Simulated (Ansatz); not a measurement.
# PbO2 (Fm-3m) in Ansatz: notebook

Runs on PbO2. Level: PBEsol. Tasks: single point, equation of state.

Everything below comes from runs of Ansatz 0.2.0. Logs are shortened: lines on timing, memory, paths and dates and some standing lists are left out, and cuts for length are marked.

## Step 1: The crystal as given

It takes space group Fm-3m (No. 225, cubic). Conventional cell: a = 5.404 Å, b = 5.404 Å, c = 5.404 Å, α = 90.00°, β = 90.00°, γ = 90.00°. Pb (site symmetry m-3m) is surrounded by 8 O at 2.34 Å. Around O (site symmetry -43m) lie 4 Pb at 2.34 Å.

The cell comes from a database or a generator and needn't be the stable form of this composition.

## Step 2: Single point, PBEsol, 12.36 Å³/atom (volume scaled by 0.94)

input.yaml reads:

```yaml
crystal:
  lattice:
    - [0.0, 2.6468338291, 2.6468338291]
    - [2.6468338291, 0.0, 2.6468338291]
    - [2.6468338291, 2.6468338291, 0.0]
  atoms:
    - { symbol: Pb, position: [0.0, 0.0, 0.0] }
    - { symbol: O, position: [0.75, 0.75, 0.75] }
    - { symbol: O, position: [0.25, 0.25, 0.25] }
kpoints:
  mp_grid: { grid: [9, 9, 9] }
scf:
  occupations: { method: fermi_dirac, width: 0.05 }
hamiltonian:
  xc: pbesol
  pseudopotentials: { kind: all_electron, lapw: { basis_error: 0.002 } }
output:
  forces: true
  stress: true
  eigenvalues: true
```

Potentials or basis: all-electron LAPW, scalar-relativistic.

Launch:

```console
ansatz run input.yaml --threads 2 --pin off --max-ram 6144MiB --backend cpu --events-out ev --progress --plain --runs-dir out
```

The log of the run:

```text
Warning: RAYON_NUM_THREADS=2 ignored (pool sized by the plan → 2); use --threads N
LAPW: plane waves up to 8.938 Å⁻¹, error target 2.0e-3 eV per atom; small_component_spin mean_spin; O in spheres of 1.006 Å, 8 of its electrons in bands, Dirac shells []; Pb in spheres of 1.286 Å, 46 of its electrons in bands, Dirac shells [] (how accurate: hamiltonian.pseudopotentials.lapw.basis_error, Limitations)
Engine: ansatz 0.2.0, x86_64-unknown-linux-gnu
Pseudopotentials: kind: all_electron
Pseudopotential: Pb, LAPW, valence charge 46, lapw/all_electron/scalar/gaussian/Pb, Koelling and Harmon's equation, gaussian nucleus
Pseudopotential: O, LAPW, valence charge 8, lapw/all_electron/scalar/gaussian/O, Koelling and Harmon's equation, gaussian nucleus
Functional definition: PBEsol
  exchange = pbesol_x
  correlation = pbesol_c
Crystal: 3 atoms, lattice volume = 37.086 Å³
Basis set: ecut = 304.3862175156951 eV, 459 PW (Γ), exchange–correlation at level 2
Bands: 38, of which v1, the nominal top of the filled ones, is band 31 counted from 1 (30 counted from 0)
Symmetry: 48 space group operations
Space group: Fm-3m (ITA 225), of the structure as read, at distance tolerance 3.3e-5 Å
k-points: 35 of 729
Non-local potential: Pb, projectors of the file, none
Non-local potential: O, projectors of the file, none
Initial density: superposition of atomic densities (chi_scale 0.1, normalization cell, long waves kept (reshape's long-wave potential 0.00 eV rms))
Initial wavefunctions: plane waves of lowest kinetic energy (no species holds an atomic orbital)
Functional: x = pbesol(κ = 0.804, μ = 0.12345679012345678), c = pbesol(β = 0.046)
iter 1 solved again at ethr=7.77e-3 eV; its pass at ethr=1.00e-1 eV (dr2=4.82e0 eV) is discarded
SCF iter   1: F=—  HF=-571998.647888 eV  |F-HF|=—  |Δ(HF+E_count)|=         —  Δρ=1.01e-1  dr2=4.81e0  ethr=7.77e-3  ⟨swp⟩=2.0  Hψ=8122  notcnv=0
preconditioner: auto → none  [insulator: Δε(μ)=1.026 eV  Ē_g=20.673 eV  σ=0.050 eV  W_gap=0.93  n_scr=14 (ndim 8)  ℏωp=31.1 eV  f_vac=0.109  D(μ)=0.05/eV (n_scr^D=0)  ε∞_Penn≈3.3]
iter 2 solved again at ethr=6.99e-4 eV; its pass at ethr=7.76e-3 eV (dr2=4.33e-1 eV) is discarded
SCF iter   2: F=—  HF=-571996.822372 eV  |F-HF|=—  |Δ(HF+E_count)|=    1.83e0  Δρ=3.37e-2  dr2=4.33e-1  ethr=6.99e-4  ⟨swp⟩=2.0  Hψ=6579  notcnv=0
SCF iter   3: F=—  HF=-571996.020438 eV  |F-HF|=—  |Δ(HF+E_count)|=   8.02e-1  Δρ=1.22e-2  dr2=6.55e-2  ethr=6.99e-4  ⟨swp⟩=3.0  Hψ=4056  notcnv=0
SCF iter   4: F=—  HF=-571996.008717 eV  |F-HF|=—  |Δ(HF+E_count)|=         —  Δρ=1.17e-3  dr2=6.06e-4  ethr=1.06e-4  ⟨swp⟩=2.0  Hψ=4046  notcnv=0
the basis was enlarged: its passes take 55.4 KiB over the memory plan, 2 of 2 planned eigensolver slots
SCF iter   5: F=—  HF=-571996.007164 eV  |F-HF|=—  |Δ(HF+E_count)|=   1.55e-3  Δρ=2.94e-4  dr2=4.54e-5  ethr=9.77e-7  ⟨swp⟩=2.3  Hψ=3829  notcnv=0
SCF iter   6: F=—  HF=-571996.007155 eV  |F-HF|=—  |Δ(HF+E_count)|=   8.80e-6  Δρ=8.19e-5  dr2=2.15e-6  ethr=7.32e-8  ⟨swp⟩=3.0  Hψ=4024  notcnv=0
SCF iter   7: F=—  HF=-571996.007152 eV  |F-HF|=—  |Δ(HF+E_count)|=   3.15e-6  Δρ=1.66e-5  dr2=1.13e-7  ethr=3.47e-9  ⟨swp⟩=3.0  Hψ=3935  notcnv=0
SCF iter   8: F=-571996.007152 eV  HF=-571996.007152 eV  |F-HF|=8.73e-9  |Δ(HF+E_count)|=   1.89e-8  Δρ=3.90e-6  dr2=5.25e-9  ethr=1.83e-10  ⟨swp⟩=3.0  Hψ=3958  notcnv=0
SCF 1 converged in 8 iterations: F = -571996.007152 eV  dr2 = 5.25e-9
SCF converged after 8 iterations
Free energy (F): -571996.007152 eV
Harris-Foulkes:  -571996.007152 eV  (|F-HF|=8.73e-9)
Internal energy: -571996.001378 eV  (E = F + TS)
E sigma→0 (E₀):  -571996.004265 eV
Entropy (-TS):   -0.005774 eV (-1.925 meV/atom)
Fermi energy:    14.460356 eV
--- Per-component energies (eV) ---
  E_band       = -7861.486861
  E_kinetic    = 658799.411148
  E_xc         = -10880.412524
  E_electrostatic = -1219915.000002  (all electrons and nuclei)
  E_smearing   = -0.005774  (= −TS)
  E_closure    = 0.000000  (closes the sum)
  E_atoms      = -571979.217821  (free atoms, spherical and without spin; not in F)
  Σ components = -571996.007152   (vs F -571996.007152, Δ=0.00e0)
  Basis errors (estimates in eV, not in F): energy 8.4e-4 per atom: plane waves 7.5e-4 (4.3e-4 summed), levels above the bands 6.0e-154, relativity 1.4e-7, radial functions 9.1e-5, core shells 6.7e-8; eigenvalues (radial functions only) 2.8e-5; not estimated: angular momenta, meshes, grids; target (lapw.basis_error) 2.0e-3; muffin-tin radii O 1.006 Å, Pb 1.286 Å
--- Forces (eV/Å), atoms counted from 1 ---
  atom   1  Pb     0.00000000    -0.00000000     0.00000000
  atom   2  O      0.00000000    -0.00000000     0.00000000
  atom   3  O      0.00000000     0.00000000     0.00000000
  max |Σ_I F_I| component: 1.85e-17 eV/Å
--- Stress (GPa, compression-positive) ---
        3.434601      -0.000000      -0.000000
       -0.000000       3.434601      -0.000000
       -0.000000      -0.000000       3.434601
  P = ⅓ Tr σ = 3.4346 GPa (34.346 kbar)
--- Band table (eV; the first three rows and the last of 35) ---
  k-point 0: bands = ["-488.3882", "-488.3882", "-380.9279", "-380.9279", "-380.9136", "-380.9136", "-380.9136", "-123.5738", "-112.5749", "-112.5749", "-112.5749", "-112.5670", "-112.5670", "-112.5670", "-112.5571", "-65.3955", "-65.3955", "-65.3955", "-4.5235", "-1.2726", "-1.2726", "-1.2726", "-1.2403", "-0.9490", "-0.9490", "12.1799", "12.3728", "12.3728", "12.3728", "13.1152", "13.1152", "13.1152", "21.4837", "21.4837", "21.4837", "26.2676", "30.1995", "30.1995"]
  k-point 1: bands = ["-488.3882", "-488.3882", "-380.9279", "-380.9279", "-380.9136", "-380.9136", "-380.9136", "-123.5738", "-112.5749", "-112.5749", "-112.5749", "-112.5670", "-112.5670", "-112.5670", "-112.5571", "-65.3957", "-65.3956", "-65.3956", "-4.4111", "-1.9365", "-1.2537", "-1.2537", "-0.9505", "-0.9505", "-0.5555", "10.9187", "12.1731", "12.2413", "12.2413", "13.1045", "13.1045", "14.3732", "21.2144", "21.7670", "21.7670", "27.2889", "30.1057", "30.1057"]
  k-point 2: bands = ["-488.3882", "-488.3882", "-380.9279", "-380.9279", "-380.9136", "-380.9136", "-380.9136", "-123.5738", "-112.5749", "-112.5749", "-112.5749", "-112.5670", "-112.5670", "-112.5670", "-112.5571", "-65.3960", "-65.3956", "-65.3956", "-4.1224", "-2.4648", "-1.2127", "-1.2127", "-0.9463", "-0.9463", "0.0130", "9.4552", "11.7281", "11.9376", "11.9376", "13.0602", "13.0602", "15.7711", "21.0468", "22.5232", "22.5232", "29.2023", "29.9399", "29.9399"]
  k-point 34: bands = ["-488.3882", "-488.3882", "-380.9279", "-380.9279", "-380.9136", "-380.9136", "-380.9136", "-123.5738", "-112.5749", "-112.5749", "-112.5749", "-112.5670", "-112.5670", "-112.5670", "-112.5571", "-65.3964", "-65.3963", "-65.3960", "-3.3202", "-3.2560", "-1.0509", "-0.9582", "-0.9262", "-0.1525", "0.2432", "6.0765", "9.3364", "11.3052", "12.0165", "13.9581", "14.4118", "17.0212", "22.6683", "23.7878", "23.9178", "25.9013", "30.7064", "31.8463"]
```

Wall time 7.5 s (2 threads of Intel Xeon Platinum 8259CL at 2.50GHz (Skylake/Cascade Lake), shared host); peak memory 0.4 GiB.

Results:

```
Free energy            : -571996.0072 eV
Pressure               : 3.4 GPa
Band gap on the k mesh : none (metal or under the smearing width)
```

## Step 3: Single point, PBEsol, 12.63 Å³/atom (volume scaled by 0.96)

Changes to input.yaml since step 2:

```diff
@@ -2,5 +2,5 @@
   lattice:
-    - [0.0, 2.6468338291, 2.6468338291]
-    - [2.6468338291, 0.0, 2.6468338291]
-    - [2.6468338291, 2.6468338291, 0.0]
+    - [0.0, 2.6654741181, 2.6654741181]
+    - [2.6654741181, 0.0, 2.6654741181]
+    - [2.6654741181, 2.6654741181, 0.0]
   atoms:
```

Potentials or basis: all-electron LAPW, scalar-relativistic.

Launch:

```console
ansatz run input.yaml --threads 2 --pin off --max-ram 6144MiB --backend cpu --events-out ev --progress --plain --runs-dir out
```

Wall time 7.7 s (2 threads of Intel Xeon Platinum 8259CL at 2.50GHz (Skylake/Cascade Lake), shared host); peak memory 0.37 GiB.

The run converged. Its results:

| Item | Value |
| --- | --- |
| Free energy | -571996.0155 eV |
| Pressure | 0.0 GPa |
| Band gap on the k mesh | none (metal or under the smearing width) |

## Step 4: Single point, PBEsol, 12.89 Å³/atom (volume scaled by 0.98)

Changes to input.yaml since step 3:

```diff
@@ -2,5 +2,5 @@
   lattice:
-    - [0.0, 2.6654741181, 2.6654741181]
-    - [2.6654741181, 0.0, 2.6654741181]
-    - [2.6654741181, 2.6654741181, 0.0]
+    - [0.0, 2.6838572791, 2.6838572791]
+    - [2.6838572791, 0.0, 2.6838572791]
+    - [2.6838572791, 2.6838572791, 0.0]
   atoms:
```

Launch:

```console
ansatz run input.yaml --threads 2 --pin off --max-ram 6144MiB --backend cpu --events-out ev --progress --plain --runs-dir out
```

It took 7.4 s on 2 threads of Intel Xeon Platinum 8259CL at 2.50GHz (Skylake/Cascade Lake), shared host; peak memory 0.4 GiB.

It converged, with:

| Property | Result |
| --- | --- |
| Free energy | -571996.0080 eV |
| Pressure | -3.0 GPa |
| Band gap on the k mesh | none (metal or under the smearing width) |

## Step 5: Single point, PBEsol, 13.15 Å³/atom

Changes to input.yaml since step 4:

```diff
@@ -2,5 +2,5 @@
   lattice:
-    - [0.0, 2.6838572791, 2.6838572791]
-    - [2.6838572791, 0.0, 2.6838572791]
-    - [2.6838572791, 2.6838572791, 0.0]
+    - [0.0, 2.701992, 2.701992]
+    - [2.701992, 0.0, 2.701992]
+    - [2.701992, 2.701992, 0.0]
   atoms:
```

Launch:

```console
ansatz run input.yaml --threads 2 --pin off --max-ram 6144MiB --backend cpu --events-out ev --progress --plain --runs-dir out
```

Wall time 6.9 s (2 threads of Intel Xeon Platinum 8259CL at 2.50GHz (Skylake/Cascade Lake), shared host); peak memory 0.39 GiB.

Results (log left out):

| Item | Value |
| --- | --- |
| Free energy | -571995.9865 eV |
| Pressure | -5.7 GPa |
| Band gap on the k mesh | none (metal or under the smearing width) |

## Step 6: Single point, PBEsol, 13.41 Å³/atom (volume scaled by 1.02)

Changes to input.yaml since step 5:

```diff
@@ -2,5 +2,5 @@
   lattice:
-    - [0.0, 2.701992, 2.701992]
-    - [2.701992, 0.0, 2.701992]
-    - [2.701992, 2.701992, 0.0]
+    - [0.0, 2.7198865082, 2.7198865082]
+    - [2.7198865082, 0.0, 2.7198865082]
+    - [2.7198865082, 2.7198865082, 0.0]
   atoms:
```

Potentials or basis: all-electron LAPW, scalar-relativistic.

Launch:

```console
ansatz run input.yaml --threads 2 --pin off --max-ram 6144MiB --backend cpu --events-out ev --progress --plain --runs-dir out
```

It took 7.3 s on 2 threads of Intel Xeon Platinum 8259CL at 2.50GHz (Skylake/Cascade Lake), shared host; peak memory 0.39 GiB.

The run converged. Its results:

```yaml
Free_energy: -571995.9525 eV
Pressure: -8.0 GPa
Band_gap_on_the_k_mesh: none (metal or under the smearing width)
```

## Step 7: Single point, PBEsol, 13.68 Å³/atom (volume scaled by 1.04)

Changes to input.yaml since step 6:

```diff
@@ -2,5 +2,5 @@
   lattice:
-    - [0.0, 2.7198865082, 2.7198865082]
-    - [2.7198865082, 0.0, 2.7198865082]
-    - [2.7198865082, 2.7198865082, 0.0]
+    - [0.0, 2.7375486038, 2.7375486038]
+    - [2.7375486038, 0.0, 2.7375486038]
+    - [2.7375486038, 2.7375486038, 0.0]
   atoms:
```

Launch:

```console
ansatz run input.yaml --threads 2 --pin off --max-ram 6144MiB --backend cpu --events-out ev --progress --plain --runs-dir out
```

It took 6.5 s on 2 threads of Intel Xeon Platinum 8259CL at 2.50GHz (Skylake/Cascade Lake), shared host; peak memory 0.39 GiB.

It converged, with:

```
Free energy            : -571995.9077 eV
Pressure               : -10.1 GPa
Band gap on the k mesh : none (metal or under the smearing width)
```

## Step 8: Single point, PBEsol, 13.94 Å³/atom (volume scaled by 1.06)

Changes to input.yaml since step 7:

```diff
@@ -2,5 +2,5 @@
   lattice:
-    - [0.0, 2.7375486038, 2.7375486038]
-    - [2.7375486038, 0.0, 2.7375486038]
-    - [2.7375486038, 2.7375486038, 0.0]
+    - [0.0, 2.7549856893, 2.7549856893]
+    - [2.7549856893, 0.0, 2.7549856893]
+    - [2.7549856893, 2.7549856893, 0.0]
   atoms:
```

Launch:

```console
ansatz run input.yaml --threads 2 --pin off --max-ram 6144MiB --backend cpu --events-out ev --progress --plain --runs-dir out
```

It took 7 s on 2 threads of Intel Xeon Platinum 8259CL at 2.50GHz (Skylake/Cascade Lake), shared host; peak memory 0.38 GiB.

It converged, with:

* Free energy: -571995.8533 eV
* Pressure: -11.9 GPa
* Band gap on the k mesh: none (metal or under the smearing width)

## Step 9: Equation of state, PBEsol

Potentials or basis: all-electron LAPW, scalar-relativistic.

No new run: the results of the series are fitted here.

What came out:

- Equilibrium volume: 12.63 Å³/atom
- Bulk modulus: 155 GPa
- Pressure derivative of the bulk modulus: 5.0

Energy against volume, from the lowest point:
```csv
volume (Å³/atom),energy (meV/atom)
12.362,2.78
12.625,0.00
12.888,2.50
13.151,9.68
13.414,20.99
13.677,35.93
13.940,54.06
```

Spin-orbit coupling is left out, which matters for the levels of Pb.
